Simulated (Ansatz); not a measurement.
Crystal: TaN.

```xyz
2
Lattice="0.0000 2.2113 2.2113 2.2113 0.0000 2.2113 2.2113 2.2113 0.0000" Properties=species:S:1:pos:R:3 pbc="T T T"
Ta    2.2113    2.2113    2.2113
N     0.0000    0.0000    0.0000
```

The cell comes from a database or a generator and needn't be the stable form of this composition.

Base run:

```yaml
Program: Ansatz 0.2.0
Functional: PBEsol
Potentials_or_basis: all-electron LAPW, scalar-relativistic
Cutoff: 355 eV
Density_cutoff: 1420 eV
Basis_error_allowed: 0.001 eV/atom
k_mesh: 10 × 10 × 10
Occupations: fermi-dirac, width 0.05 eV
Spin: no spin polarisation
```

Its results: pressure -10.7 GPa.

Task: The run is repeated on the same cell with these changes: functional from PBEsol to LDA. What comes out?

Result: Pressure -17.1 GPa.

LDA binds more tightly than PBEsol, so the same cell stands under less pressure.

Caveats: so large a pressure means that the cell lies far from this level's equilibrium, or that cutoff or potentials fall short (some runs).

Not every run made on this cell is shown here.
